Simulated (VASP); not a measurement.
# ZnS (Wurtzite-2H) (P6_3mc) in VASP: Born charges and dielectric tensor with PBEsol

Aim: the Born charges and dielectric tensor of ZnS (Wurtzite-2H) with PBEsol.

Everything below comes from runs of VASP 6.6.1. Logs are shortened: lines on timing, memory, paths and dates and some standing lists are left out, and cuts for length are marked.

**Measured values to compare with.**

From a printed reference work, monograph, for a bulk crystal of ZnS at 4 K: band gap 3.911 eV (direct).

The results are compared with them further down.

**1. The structure**

It takes space group P6_3mc (No. 186, hexagonal). The conventional cell has a = 3.811 Å, b = 3.811 Å, c = 6.234 Å, α = 90.00°, β = 90.00°, γ = 120.00°. Zn (site symmetry 3m) has 4 S at 2.31 to 2.40 Å as nearest neighbours. S (site symmetry 3m) has 4 Zn at 2.31 to 2.40 Å as nearest neighbours.

**2. Born charges and dielectric tensor, PBEsol**

INCAR reads:

```
SYSTEM = ZnS
  PREC = Accurate
  ENCUT = 520
  EDIFF = 1E-8
  ISMEAR = -1
  SIGMA = 0.05
  LREAL = .FALSE.
  LASPH = .TRUE.
  NELM = 100
  ALGO = Normal
  ISIF = 2
  LWAVE = .FALSE.
  LCHARG = .FALSE.
  GGA = PS
  LEPSILON = .TRUE.
  IBRION = 8
```

KPOINTS reads:

```
regular mesh
0
G
  8 8 5
  0 0 0
```

POSCAR reads:

```
ZnS
1.0
    3.8110000000      0.0000000000      0.0000000000
   -1.9055000000      3.3004228138      0.0000000000
    0.0000000000      0.0000000000      6.2340000000
Zn S
2 2
Direct
    0.6666666667      0.3333333333      0.5000000000
    0.3333333333      0.6666666667      0.0000000000
    0.6666666667      0.3333333333      0.8850000000
    0.3333333333      0.6666666667      0.3850000000
```

Potentials or basis: VASP PAW PBE potentials, release 64 (Zn, S).

Run with:

```console
cat potpaw_PBE.64/Zn/POTCAR potpaw_PBE.64/S/POTCAR > POTCAR
mpirun -np 1 vasp_std > vasp.out
```

OUTCAR:

```text
SYSTEM = ZnS
   PREC = Accurate
   ENCUT = 520
   EDIFF = 1E-8
   ISMEAR = -1
   LREAL = .FALSE.
   LASPH = .TRUE.
   NELM = 100
   ISIF = 2
   GGA = PS
   LEPSILON = .TRUE.
   IBRION = 8

 ion  position               nearest neighbor table
   1  0.667  0.333  0.500-   4 2.31   4 2.31   4 2.31   3 2.40
   2  0.333  0.667  0.000-   3 2.31   3 2.31   3 2.31   4 2.40
   3  0.667  0.333  0.885-   2 2.31   2 2.31   2 2.31   1 2.40
   4  0.333  0.667  0.385-   1 2.31   1 2.31   1 2.31   2 2.40

  LATTYP: Found a hexagonal cell.
 ALAT       =     3.8110000000
 C/A-ratio  =     1.6357911309

  Lattice vectors:

 A1 = (   3.8110000000,   0.0000000000,   0.0000000000)
 A2 = (  -1.9055000000,   3.3004228138,   0.0000000000)
 A3 = (   0.0000000000,   0.0000000000,   6.2340000000)

Analysis of symmetry for initial positions (statically):
=====================================================================
 Subroutine PRICEL returns:
 Original cell was already a primitive cell.

 Routine SETGRP: Setting up the symmetry group for a
 hexagonal supercell.

 Subroutine GETGRP returns: Found 12 space group operations
 (whereof  6 operations were pure point group operations)
 out of a pool of 24 trial point group operations.

The static configuration has the point symmetry C_3v.
 The point group associated with its full space group is C_6v.

Analysis of symmetry for dynamics (positions and initial velocities):
=====================================================================
 Subroutine PRICEL returns:
 Original cell was already a primitive cell.

 Routine SETGRP: Setting up the symmetry group for a
 hexagonal supercell.

 Subroutine GETGRP returns: Found 12 space group operations
 (whereof  6 operations were pure point group operations)
 out of a pool of 24 trial point group operations.

[... 873 lines left out ...]
 ion    1
    1     1.93897     0.00000     0.00000
    2     0.00000     1.93897     0.00000
    3     0.00000     0.00000     2.04430
 ion    2
    1     1.93897     0.00000     0.00000
    2     0.00000     1.93897     0.00000
    3     0.00000     0.00000     2.04430
 ion    3
    1    -1.93897     0.00000    -0.00000
    2     0.00000    -1.93897     0.00000
    3    -0.00000    -0.00000    -2.04430
 ion    4
    1    -1.93897     0.00000    -0.00000
    2     0.00000    -1.93897     0.00000
    3     0.00000     0.00000    -2.04430

 INTERNAL STRAIN TENSOR FOR ION    4 for displacements in x,y,z  (eV/Angst):
          X           Y           Z          XY          YZ          ZX
  --------------------------------------------------------------------------------
  x    -0.00000     0.00000     0.00000    -6.60983     0.00000     3.63860
  y    -6.60983     6.60983     0.00000     0.00000     3.11533     0.00000
  z     3.45813     3.45813    -3.63302     0.00000    -0.00000     0.00000

 SECOND DERIVATIVES (NOT SYMMETRIZED)
 ------------------------------------
               1X          1Y          1Z          2X          2Y          2Z          3X          3Y          3Z          4X          4Y          4Z
  1X    -6.492259    0.000000    0.000000   -0.162892   -0.000000   -0.000000    0.337245   -0.000000   -0.000000    6.317906    0.000000   -0.000000
  1Y     0.000000   -6.492259    0.000000    0.000000   -0.162892    0.000000    0.000000    0.337245    0.000000    0.000000    6.317906    0.000000
  1Z     0.000000    0.000000   -5.862218    0.000000    0.000000    1.708724    0.000000    0.000000    2.575334    0.000000    0.000000    1.578160
  2X    -0.162892    0.000000    0.000000   -6.492259    0.000000    0.000000    6.317906   -0.000000    0.000000    0.337245   -0.000000    0.000000
  2Y     0.000000   -0.162892    0.000000   -0.000000   -6.492259   -0.000000    0.000000    6.317906   -0.000000    0.000000    0.337245   -0.000000
  2Z    -0.000000   -0.000000    1.708724   -0.000000   -0.000000   -5.862218    0.000000    0.000000    1.578160   -0.000000   -0.000000    2.575334
  3X     0.356313    0.000000    0.000000    6.336387    0.000000    0.000000   -7.229618   -0.000000   -0.000000    0.536917    0.000000    0.000000
  3Y    -0.000000    0.356313    0.000000    0.000000    6.336387    0.000000    0.000000   -7.229618   -0.000000   -0.000000    0.536917    0.000000
  3Z     0.000000   -0.000000    2.580653    0.000000    0.000000    1.576598    0.000000    0.000000   -7.528787    0.000000    0.000000    3.371536
  4X     6.336387    0.000000    0.000000    0.356313    0.000000   -0.000000    0.536917    0.000000    0.000000   -7.229618   -0.000000   -0.000000
  4Y     0.000000    6.336387   -0.000000    0.000000    0.356313   -0.000000   -0.000000    0.536917   -0.000000    0.000000   -7.229618    0.000000
  4Z     0.000000    0.000000    1.576598   -0.000000    0.000000    2.580653    0.000000    0.000000    3.371536    0.000000    0.000000   -7.528787

 Eigenvectors and eigenvalues of the dynamical matrix
 ----------------------------------------------------

   1 f  =    9.143068 THz    57.447592 2PiTHz  304.979927 cm-1    37.812675 meV
             X         Y         Z           dx          dy          dz
      1.905500  1.100141  3.117000     0.000000   -0.000000   -0.067974
     -0.000000  2.200282  0.000000    -0.000000    0.000000    0.067974
      1.905500  1.100141  5.517090     0.000000   -0.000000    0.703832
     -0.000000  2.200282  2.400090    -0.000000    0.000000   -0.703832
[... 71 lines left out ...]
  12 f/i=    0.011503 THz     0.072275 2PiTHz    0.383698 cm-1     0.047573 meV
             X         Y         Z           dx          dy          dz
      1.905500  1.100141  3.117000    -0.579312   -0.022408    0.000000
     -0.000000  2.200282  0.000000    -0.579312   -0.022408    0.000000
      1.905500  1.100141  5.517090    -0.404537   -0.015647    0.000000
     -0.000000  2.200282  2.400090    -0.404537   -0.015647    0.000000

--------------------------------------------------------------------------------------------------------

 MACROSCOPIC STATIC DIELECTRIC TENSOR IONIC CONTRIBUTION
 ------------------------------------------------------
           2.600029     0.000000    -0.000000
           0.000000     2.600029     0.000000
          -0.000000     0.000000     4.641957
 ------------------------------------------------------

 ELASTIC MODULI CONTR FROM IONIC RELAXATION (kBar)
 Direction    XX          YY          ZZ          XY          YZ          ZX
 --------------------------------------------------------------------------------
 XX        -348.2338    112.7787    123.9182     -0.0000      0.0000      0.0000
 YY         112.7787   -348.2338    123.9182      0.0000      0.0000     -0.0000
 ZZ         123.9182    123.9182   -130.4344      0.0000      0.0000     -0.0000
 XY          -0.0000      0.0000      0.0000   -230.5062     -0.0000      0.0000
 YZ           0.0000     -0.0000      0.0000     -0.0000    -63.3307     -0.0000
 ZX           0.0000     -0.0000     -0.0000      0.0000     -0.0000    -76.4607
 --------------------------------------------------------------------------------

 PIEZOELECTRIC TENSOR IONIC CONTR  for field in x, y, z        (C/m^2)
          XX          YY          ZZ          XY          YZ          ZX
  --------------------------------------------------------------------------------
  x     0.00000    -0.00000    -0.00000    -0.00000    -0.00000    -0.41955
  y    -0.00000     0.00000     0.00000    -0.00000    -0.38183    -0.00000
  z    -0.69560    -0.69560     0.73218    -0.00000    -0.00000     0.00000
```

stdout:

```text
POSCAR found type information on POSCAR ZnS
 POSCAR found :  2 types and       4 ions
 scaLAPACK will be used
 -----------------------------------------------------------------------------
|                                                                             |
|                                                                             |
[... 47 lines left out ...]
 first order change of Fermi-energy   0.57790E-01
 force on displaced ion       3 direction 1 :  -7.230  -0.001   0.000
 Born effective charge ion    3 direction 1 :  -1.946   0.000   0.000
 Linear response progress:
 first order change of Fermi-energy  -0.29356E+00
 force on displaced ion       3 direction 3 :   0.000  -0.000  -7.529
 Born effective charge ion    3 direction 3 :   0.000  -0.000  -2.046
 Born effective charges drift removed
 Linear response finished
```

It took 17 min on 1 thread of AMD EPYC 9R14 (Zen 4), shared host; peak memory 0.65 GiB.

Results:

```yaml
Band_gap_on_the_k_mesh: 2.12 eV, direct
Electronic_dielectric_tensor_diagonal: 6.05, 6.05, 6.09
Born_charges_mean_of_the_diagonal: Zn +1.97; S -1.97 e
Highest_phonon_frequency_at_Γ_LO-TO_splitting_left_out: 305 cm⁻¹
```

Levels at points of the mesh, in eV from the valence-band top:
```csv
k point,band 15,band 16,band 17,band 18,band 19,band 20,band 21,band 22
"(0.00, 0.00, 0.00)",-0.87,-0.01,-0.01,0.00,2.12,2.88,6.21,6.21
"(0.50, 0.00, 0.00)",-3.21,-2.28,-1.60,-0.99,3.49,4.17,5.05,7.05
```

Phonon frequencies in cm⁻¹ (negative: imaginary):
```tsv
q point	frequencies
(0.000, 0.000, 0.000)	0 0 0 74 74 176 229 291 291 295 295 305
```

Electronic dielectric tensor:
```
6.05 0.00 0.00
0.00 6.05 0.00
0.00 0.00 6.09
```

Born effective charge tensors (e):
atom 1, Zn
```
1.94 0.00 0.00
0.00 1.94 0.00
0.00 0.00 2.04
```
atom 2, Zn
```
1.94 0.00 0.00
0.00 1.94 0.00
0.00 0.00 2.04
```
atom 3, S
```
-1.94  0.00  0.00
 0.00 -1.94  0.00
 0.00  0.00 -2.04
```
atom 4, S
```
-1.94  0.00  0.00
 0.00 -1.94  0.00
 0.00  0.00 -2.04
```

**3. Against experiment**

Step 2. Measured gap of ZnS: 3.911 eV (direct; 4 K; a printed reference work, monograph). This calculation gives 2.12 eV (-1.80 eV). The value is that of PBEsol, without temperature or zero-point motion. Semilocal functionals fall short of measured gaps as a rule.
